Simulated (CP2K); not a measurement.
InPd:

```xyz
2
Lattice="3.2719 0.0000 0.0000 0.0000 3.2719 0.0000 0.0000 0.0000 3.2719" Properties=species:S:1:pos:R:3 pbc="T T T"
In    0.0000    0.0000    0.0000
Pd    1.6359    1.6359    1.6359
```

The cell comes from a database or a generator and needn't be the stable form of this composition.

Program: CP2K 2026.2. Alike in all runs: no spin polarisation; cell as given; k mesh 8 × 8 × 8.

Task: Order these runs on this cell by their pressure, lowest first.
A. level r2SCAN; potentials or basis POTENTIAL_UZH In GTH-SCAN-q13, Pd GTH-SCAN-q18; TZVP-MOLOPT-SCAN-GTH basis; smearing fermi-dirac 0.1 eV; EPS_DEFAULT 1.0E-10; NGRIDS 4; points a segment of the path (NPOINTS) 10; bands added on the path 2; CUTOFF of the grids 675 Ry
B. level PBE; potentials or basis POTENTIAL_UZH In GTH-PBE-q13, Pd GTH-PBE-q18; TZVP-MOLOPT-PBE-GTH basis; smearing fermi-dirac 0.05 eV; EPS_DEFAULT 1.0E-10; NGRIDS 5; CUTOFF of the grids 500 Ry
C. level PBEsol; potentials or basis POTENTIAL_UZH In GTH-PBE-q13, Pd GTH-PBE-q18; TZVP-MOLOPT-PBE-GTH basis; smearing fermi-dirac 0.05 eV; EPS_DEFAULT 1.0E-10; NGRIDS 4; CUTOFF of the grids 500 Ry
D. level LDA; potentials or basis GTH_POTENTIALS In GTH-PADE-q13, Pd GTH-PADE-q18; TZVP-MOLOPT-PBE-GTH basis; smearing fermi-dirac 0.05 eV; EPS_DEFAULT 1.0E-9; NGRIDS 4; points a segment of the path (NPOINTS) 10; bands added on the path 6; CUTOFF of the grids 500 Ry

Result: D (-8.3 GPa), C (-1.3 GPa), A (2.8 GPa), B (5.1 GPa).

Caveats: the basis of atomic orbitals isn't converged, which shifts pressures, moduli and gaps; the potentials were made for another functional, which shifts forces and pressure (some runs).

Not every run made on this cell is shown here.
